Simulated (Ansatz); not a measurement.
**From PBE to G0W0: Ta2O5 (Pmmm)**

Aim: the quasiparticle gap of Ta2O5 (Pmmm), starting from PBE.

Program: Ansatz 0.2.0. Level of theory: PBE, then G0W0 on it, plane waves, PAW. Results are calculated unless marked as measured.

## Step 1: Starting point

The structure is orthorhombic, space group Pmmm (No. 47). Conventional cell: a = 3.677 Å, b = 3.897 Å, c = 6.217 Å, α = 90.00°, β = 90.00°, γ = 90.00°. Ta has 6 O at 1.95 to 2.15 Å nearest. Nearest to Ta lie 6 O at 1.84 to 2.00 Å. O has 3 Ta at 2.00 to 2.15 Å nearest. Nearest to O lie 2 Ta at 1.95 Å. Nearest to O lie 2 Ta at 1.84 Å. O has 2 Ta at 1.95 Å nearest. Farther neighbours and most contacts between anions are not listed.

Geometry: measured cell, ions relaxed with PBE. The runs that relaxed it are not among those shown. Spin-orbit coupling is left out unless a step names it.

## Step 2: The PBE band structure

Levels along a band path and on the mesh show where this functional puts the band edges.

This step: DFT, PBE, plane waves, PAW; PAW set soft_1.

input.yaml

```yaml
crystal:
  lattice:
    - [3.677, 0.0, 0.0]
    - [0.0, 3.897, 0.0]
    - [0.0, 0.0, 6.217]
  atoms:
    - { symbol: Ta, position: [0.5, 0.0, 0.5] }
    - { symbol: Ta, position: [0.0, 0.0, 0.0] }
    - { symbol: O, position: [0.0, 0.0, 0.3220028454] }
    - { symbol: O, position: [0.0, 0.0, 0.6779971546] }
    - { symbol: O, position: [0.5, 0.5, 0.5] }
    - { symbol: O, position: [0.5, 0.0, 0.0] }
    - { symbol: O, position: [0.0, 0.5, 0.0] }
kpoints:
  mp_grid: { grid: [6, 6, 4] }
  band_path:
    path:
      - [[0.0, 0.0, 0.0], [0.5, 0.0, 0.0], [0.5, 0.5, 0.0], [0.0, 0.5, 0.0], [0.0, 0.0, 0.0], [0.0, 0.0, 0.5], [0.5, 0.0, 0.5], [0.5, 0.5, 0.5], [0.0, 0.5, 0.5], [0.0, 0.0, 0.5]]
      - [[0.5, 0.0, 0.0], [0.5, 0.0, 0.5]]
      - [[0.0, 0.5, 0.0], [0.0, 0.5, 0.5]]
      - [[0.5, 0.5, 0.0], [0.5, 0.5, 0.5]]
    npoints: 10
hamiltonian:
  xc: pbe
  pseudopotentials: { kind: paw, azcp: { folder: soft_1 } }
scf:
  occupations: { method: fermi_dirac, width: 0.02 }
  n_extra_bands: 6
output:
  eigenvalues: true
  write_density: true
  write_potential: true
  elf: true
  volumetric_format: npy
```

Run with:

```bash
> ansatz run input.yaml --threads 4 --pin off --max-ram 138240MiB --backend cuda --events-out ev --progress --plain --runs-dir out --devices 1 --max-vram 26GiB
```

Numbers of over 12 decimals in the logs are rounded to 6 here.

Log:

```text
scf.n_extra_bands = 6 over 28 filled bands (N_el = 56.0): the run solves 34 bands
GPUs: using 1 of 1 available (devices: 1).
Engine: ansatz 0.2.0, x86_64-unknown-linux-gnu
Pseudopotentials: kind: paw
Pseudopotential: Ta, paw, valence charge 13, recommended cutoff 420 eV (normal), soft_1/Ta.paw.azcp
Pseudopotential: O, paw, valence charge 6, recommended cutoff 420 eV (normal), soft_1/O.paw.azcp
Functional definition: PBE
  parameter kappa = 0.804
  parameter beta = 0.066725
  exchange = pbe_x(kappa = kappa, mu = beta*pi^2/3)
  correlation = pbe_c(beta = beta)
device memory: the entry about to start is reckoned to put 2.5 GiB on a device that reports 54.3 GiB free (of which the cap on the GPU budget leaves the run 26.0 GiB)
GPU FFT provider: cuFFT
GPU libraries: cuBLAS 13.8.2, cuFFT 12.4.0, cuSOLVER 12.3.4
Crystal: 7 atoms, lattice volume = 89.085 Å³
Basis set: ecut = 420 eV, 1749 PW (Γ)
Bands: 34, of which v1, the nominal top of the filled ones, is band 28 counted from 1 (27 counted from 0)
Symmetry: 8 space group operations
Space group: Pmmm (ITA 47), of the structure as read, at distance tolerance 4.5e-5 Å
k-points: 48 of 144
Non-local potential: Ta, projectors of the file, l = 0: 3, l = 1: 2, l = 2: 2, l = 3: 1
Non-local potential: O, projectors of the file, l = 0: 2, l = 1: 2, l = 2: 1
PAW form: soft (Blöchl's): semilocal exchange-correlation on the pseudo side does not see the compensation charge
PAW one-centre angular grid: Ta, 590 points (default); XC on 64 Gauss nodes
PAW one-centre angular grid: O, 110 points (default); XC on 64 Gauss nodes
Initial density: superposition of atomic densities (chi_scale 0.1, normalization cell, long waves kept (reshape's long-wave potential 0.02 eV rms))
Initial wavefunctions: pseudopotential atomic-orbital guess
GPU buffer pool allocated for 30375 grid points (all kernels)
GPU transforms: local potential and band sums: pruned to the plane-wave sphere, on 25×27×45
Functional: x = pbe(κ = 0.804, μ = 0.219515), c = pbe(β = 0.066725)
SCF iter   1: F=—  HF=-22710.209896 eV  |F-HF|=—  |Δ(HF+E_count)|=         —  Δρ=8.35e-2  dr2=6.43e0  ethr=3.10e-3  ⟨swp⟩=6.0  Hψ=6079  notcnv=0
preconditioner: auto → Resta (q_TF=auto, 2.525 Å⁻¹)  ε∞=6.0  [insulator: Δε(μ)=2.793 eV  Ē_g=11.183 eV  σ=0.020 eV  W_gap=1.00  n_scr=20 (ndim 8)  ℏωp=24.9 eV  f_vac=0.012  D(μ)=0.00/eV (n_scr^D=0)  ε∞_Penn≈6.0]
SCF iter   2: F=—  HF=-22708.998632 eV  |F-HF|=—  |Δ(HF+E_count)|=    1.21e0  Δρ=4.09e-2  dr2=1.07e0  ethr=3.10e-3  ⟨swp⟩=2.1  Hψ=3187  notcnv=0  defer=72
SCF iter   3: F=—  HF=-22708.840965 eV  |F-HF|=—  |Δ(HF+E_count)|=   1.58e-1  Δρ=1.95e-2  dr2=3.60e-1  ethr=1.91e-3  ⟨swp⟩=2.2  Hψ=2276  notcnv=0  defer=24
SCF iter   4: F=—  HF=-22708.800897 eV  |F-HF|=—  |Δ(HF+E_count)|=   4.01e-2  Δρ=6.19e-3  dr2=3.40e-2  ethr=6.43e-4  ⟨swp⟩=2.2  Hψ=2855  notcnv=0  defer=24
SCF iter   5: F=—  HF=-22708.801989 eV  |F-HF|=—  |Δ(HF+E_count)|=   1.09e-3  Δρ=3.13e-3  dr2=7.11e-3  ethr=6.08e-5  ⟨swp⟩=2.1  Hψ=3050  notcnv=0  defer=24
SCF iter   6: F=—  HF=-22708.804605 eV  |F-HF|=—  |Δ(HF+E_count)|=   2.62e-3  Δρ=8.25e-4  dr2=7.85e-4  ethr=1.27e-5  ⟨swp⟩=2.0  Hψ=2743  notcnv=0  defer=24
SCF iter   7: F=—  HF=-22708.805482 eV  |F-HF|=—  |Δ(HF+E_count)|=   8.77e-4  Δρ=7.38e-4  dr2=3.99e-4  ethr=1.40e-6  ⟨swp⟩=2.0  Hψ=2528  notcnv=0  defer=24
SCF iter   8: F=—  HF=-22708.805432 eV  |F-HF|=—  |Δ(HF+E_count)|=   5.01e-5  Δρ=1.28e-4  dr2=1.47e-5  ethr=7.12e-7  ⟨swp⟩=2.0  Hψ=2465  notcnv=0  defer=24
SCF iter   9: F=—  HF=-22708.805451 eV  |F-HF|=—  |Δ(HF+E_count)|=   1.89e-5  Δρ=4.08e-5  dr2=1.83e-6  ethr=2.63e-8  ⟨swp⟩=2.0  Hψ=2537  notcnv=0  defer=24
SCF iter  10: F=—  HF=-22708.805452 eV  |F-HF|=—  |Δ(HF+E_count)|=   1.81e-6  Δρ=3.47e-5  dr2=8.75e-7  ethr=3.26e-9  ⟨swp⟩=2.0  Hψ=2496  notcnv=0  defer=24
SCF iter  11: F=-22708.805452 eV  HF=-22708.805452 eV  |F-HF|=1.42e-8  |Δ(HF+E_count)|=   8.85e-8  Δρ=9.59e-6  dr2=7.12e-8  ethr=1.79e-10  ⟨swp⟩=3.9  Hψ=4671  notcnv=0
SCF 1 converged in 11 iterations: F = -22708.805452 eV  dr2 = 7.12e-8
  greatest PAW one-centre occupation: 1.000 electrons in one spin orbital (limit 2), on the Ta atom at site 1 (counted from 0), in its partial waves of l = 0
device memory: the entry about to start is reckoned to put 4.6 GiB on a device that reports 54.3 GiB free (of which the cap on the GPU budget leaves the run 26.0 GiB)
NSCF: frozen V_eff on 124 k-points, pencils in batches of 32, up to order 152
SCF converged after 11 iterations
Free energy (F): -22708.805452 eV
Harris-Foulkes:  -22708.805452 eV  (|F-HF|=1.42e-8)
Internal energy: -22708.805447 eV  (E = F + TS)
E sigma→0 (E₀):  -22708.805450 eV
Entropy (-TS):   -0.000005 eV (-0.001 meV/atom)
Fermi energy:    9.296115 eV
--- Per-component energies (eV) ---
  E_band       = -478.509468
  E_kinetic    = 1617.429001
  E_local      = -3723.512935  (includes V_loc(G=0)·N_el)
  E_nonlocal   = 244.846325
  E_hartree    = 1362.704625
  E_xc         = -995.939849
  E_vxc        = -917.863054  (∫ρ·V_xc dr)
  E_paw        = -17424.867559  (= ΣΔE_a)
  E_vpaw       = -424.823195  (= ΣTr[D̂ρ^β])
  E_aug_tail   = 0.004040  (compensation charges beyond the density's cutoff)
  E_ewald      = -3789.469097
  E_smearing   = -0.000005  (= −TS)
  E_closure    = -0.000000  (closes the sum)
  Σ components = -22708.805452   (vs F -22708.805452, Δ=0.00e0)
--- Band table (eV; the first three rows and the last of 48) ---
  k-point 0: bands = [... 24 lower, 7.6114, 8.2794, 8.2802, 8.4760, 9.6025, 10.0092, 10.3854, 11.3749, ... 2 higher]
  k-point 1: bands = [... 24 lower, 7.1248, 7.9662, 8.2671, 8.4740, 10.0177, 10.0386, 10.5188, 11.5411, ... 2 higher]
  k-point 2: bands = [... 24 lower, 7.0762, 7.8621, 8.2559, 8.4719, 10.0264, 10.4768, 10.6735, 11.5269, ... 2 higher]
  k-point 47: bands = [... 24 lower, 5.9921, 6.6601, 8.2273, 9.1301, 10.1156, 12.3992, 12.5600, 13.4083, ... 2 higher]
```

The job ended after 14 s (1 × NVIDIA H100 80GB HBM3 (shared by 3 runs) with 4 threads of AMD EPYC 7R13 (Zen 3), shared host; peak memory 0.95 GiB; 5.4 s of CPU time).

Numbers from this step:

* filled bands: 28
* gap: 0.3116 eV
* valence top at: R
* conduction bottom at: X
* least direct gap: 0.4340 eV

Over mesh and path the gap is 0.312 eV, from k = (0.500, 0.500, 0.500) to k = (0.500, 0.000, 0.000). The least direct gap found is 0.434 eV, at k = (0.500, 0.500, 0.000).

The electronic bands at the labelled points (eV, zero at the top of the highest nominally filled band):

| point | band 25 | band 26 | band 27 | band 28 | band 29 | band 30 | band 31 | band 32 |
| --- | --- | --- | --- | --- | --- | --- | --- | --- |
| Γ | -1.52 | -0.85 | -0.85 | -0.65 | 0.47 | 0.88 | 1.26 | 2.24 |
| halfway | -1.95 | -1.20 | -1.13 | -0.92 | 0.78 | 0.82 | 1.79 | 3.64 |
| X | -2.14 | -1.54 | -1.22 | -1.13 | 0.31 | 0.38 | 2.53 | 3.43 |
| halfway | -2.19 | -1.96 | -0.89 | -0.61 | 0.42 | 1.96 | 3.31 | 3.42 |
| S | -2.15 | -1.65 | -0.84 | 0.00 | 0.43 | 3.39 | 3.45 | 4.38 |
| halfway | -2.17 | -1.65 | -0.82 | -0.58 | 0.87 | 3.59 | 4.01 | 4.02 |
| Y | -2.45 | -1.75 | -1.24 | -0.78 | 0.71 | 2.30 | 3.78 | 3.82 |
| halfway | -2.10 | -1.49 | -1.31 | -0.96 | 0.62 | 2.27 | 2.43 | 2.55 |
| Γ | -1.52 | -0.85 | -0.85 | -0.65 | 0.47 | 0.88 | 1.26 | 2.24 |
| halfway | -2.01 | -1.16 | -0.86 | -0.66 | 0.89 | 0.91 | 1.39 | 2.41 |
| Z | -2.05 | -1.27 | -0.87 | -0.66 | 0.90 | 1.35 | 1.54 | 2.40 |
| halfway | -2.42 | -1.24 | -1.16 | -1.09 | 1.01 | 1.29 | 1.34 | 3.71 |
| U | -2.35 | -1.43 | -1.15 | -1.07 | 0.38 | 0.90 | 1.59 | 3.19 |
| halfway | -2.61 | -2.25 | -1.33 | -0.58 | 0.95 | 2.01 | 3.04 | 3.23 |
| R | -3.14 | -2.47 | -0.90 | 0.00 | 0.99 | 3.27 | 3.43 | 4.28 |
| halfway | -2.79 | -2.07 | -1.10 | -0.57 | 1.45 | 3.62 | 4.00 | 4.05 |
| T | -2.47 | -1.81 | -1.72 | -1.39 | 1.53 | 3.00 | 3.78 | 3.84 |
| halfway | -2.16 | -1.85 | -1.51 | -1.26 | 1.46 | 2.42 | 2.56 | 3.00 |
| Z | -2.05 | -1.27 | -0.87 | -0.66 | 0.90 | 1.35 | 1.54 | 2.40 |
| jump to X | -2.14 | -1.54 | -1.22 | -1.13 | 0.31 | 0.38 | 2.53 | 3.43 |
| halfway | -2.38 | -1.48 | -1.16 | -1.15 | 0.35 | 0.65 | 2.02 | 3.29 |
| U | -2.35 | -1.43 | -1.15 | -1.07 | 0.38 | 0.90 | 1.59 | 3.19 |
| jump to Y | -2.45 | -1.75 | -1.24 | -0.78 | 0.71 | 2.30 | 3.78 | 3.82 |
| halfway | -2.33 | -2.14 | -1.78 | -0.97 | 1.12 | 2.64 | 3.78 | 3.83 |
| T | -2.47 | -1.81 | -1.72 | -1.39 | 1.53 | 3.00 | 3.78 | 3.84 |
| jump to S | -2.15 | -1.65 | -0.84 | 0.00 | 0.43 | 3.39 | 3.45 | 4.38 |

Electrostatic potential energy in the ac plane at fractional y = 0.000, with atoms of Ta and O within 0.2 Å of it. With pseudopotentials it is smooth inside the atoms' cores, unlike the true potential.

Ten even steps from '0' (-56 eV) to '9' (11 eV), each cell a mean:
```
00267533467520
12478755688632
45689998999865
78899999999988
78999999999997
45799999999964
23599988899853
23598776788853
45787543467864
78886310146887
99974100025899
99974100025899
89975200136898
45787532357875
23688765678853
23599888899853
34799999999964
67999999999986
88899999999988
56789999999876
23578866788643
01367543467520
00257432357410
```
Columns run along a (3.7 Å; values clipped at the 3rd and 97th percentile), rows up along c (6.2 Å). Atoms in or near the plane, at fractional coordinates: Ta at (0.50, 0.50), Ta at (0.00, 0.00), O at (0.00, 0.32), O at (0.00, 0.68), O at (0.50, 0.00).

ELF in the ac plane at fractional y = 0.000, with atoms of Ta and O within 0.2 Å of it. It is the smooth field of the valence electrons, not physical close to the nuclei.

Ten even steps from '0' (0.03) to '9' (0.80), each cell a mean:
```
37845976894586
89724999983389
65203789862136
33201355420123
88631011101478
99963000014799
47984100015996
47983122214996
89953588743799
98734998983479
32116941695123
11116830595111
77525976884257
99953689853699
58973244323897
47984100015996
89973000014898
99841000002589
44210244310134
54102688751024
98624999983278
57845987994597
05846963794683
```
Columns run along a (3.7 Å), rows up along c (6.2 Å). Atoms in or near the plane, at fractional coordinates: Ta at (0.50, 0.50), Ta at (0.00, 0.00), O at (0.00, 0.32), O at (0.00, 0.68), O at (0.50, 0.00).

(Part 1 of 2 ends here.)

[Paths, hosts, dates, memory and timing lines, banners, echoed tables and standing remarks are left out of the program output.]

[Logs are printed without paths, hosts, clocks, repeated set-up lines and the standing remarks that a program may print on its own settings, such as how far it seeks lower states.]

[Runs of the session that timed out or met a known fault of the program may be left out.]

[Cells called generated may have been cut or substituted from an entry of the Crystallography Open Database or the Materials Project.]

[Hosts, paths, dates, database ids (printed as entryN), source tags and the programs' standing remarks are cut or masked in the printed files.]

[Where an RPA ε∞ is given, it is that of the G0W0 mesh and is not shown converged in it. Names of k-points follow the symmetry that the program found, which can be lower than the space group named. Band edges on a path are those of the sampled points; other points can move an edge, and change direct to indirect where valleys lie close.]

[Hybrid gaps are those of their k-mesh and are not shown converged in it.]
